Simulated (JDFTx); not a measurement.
# NaI under changes of volume

One of the cells (33.899 Å³/atom); the others are scaled copies at fixed shape and fractional positions:

```
I Na
1.0
     0.00000    3.23640    3.23640
     3.23640    0.00000    3.23640
     3.23640    3.23640    0.00000
I Na
1 1
Direct
  0.50000 0.50000 0.50000
  0.00000 0.00000 0.00000
```

* Program: JDFTx 1.7.0 (patched build)
* Functional: RPBE
* Potentials or basis: PseudoDojo-SR-PBE-0.5-standard
* Cutoff: 1197 eV
* Density cutoff: 9578 eV
* k mesh: 7 × 7 × 7
* Occupations: fermi-dirac, width 0.05 eV
* Spin: no spin polarisation

| volume (Å³/atom) | energy over the lowest point (meV/atom) | pressure (GPa) | gap on the mesh (eV) |
| --- | --- | --- | --- |
| 31.865 | 42.04 | 3.0 | 4.07 |
| 32.543 | 30.62 | 2.4 | 4.01 |
| 33.221 | 21.20 | 2.0 | 3.95 |
| 33.899 | 13.61 | 1.6 | 3.90 |
| 34.577 | ? | ? | ? |
| 35.255 | 3.16 | 0.9 | 3.80 |
| 35.933 | 0.00 | 0.6 | 3.76 |

Problem. What does the run at 34.577 Å³/atom give?

Solution. Energy over the lowest point 7.65 meV/atom; pressure 1.2 GPa; gap on the mesh 3.85 eV.

Worked out: A Birch-Murnaghan fit of order 3 (a polynomial in V^(-2/3)) to the other rows has no minimum within the range. It gives 7.65 meV/atom at 34.577 Å³/atom, against the run's 7.65, and -dE/dV = 1.2 GPa, against 1.2. A straight line through the other rows of the gap, of slope -2.58 eV per unit of ln V (its deformation potential), gives 3.85 eV, against the run's 3.85.

Energies are extrapolated to zero smearing.

Caveats: the potentials were made for another functional, which shifts forces and pressure; spin-orbit coupling is left out, which moves the levels of the heavy elements.
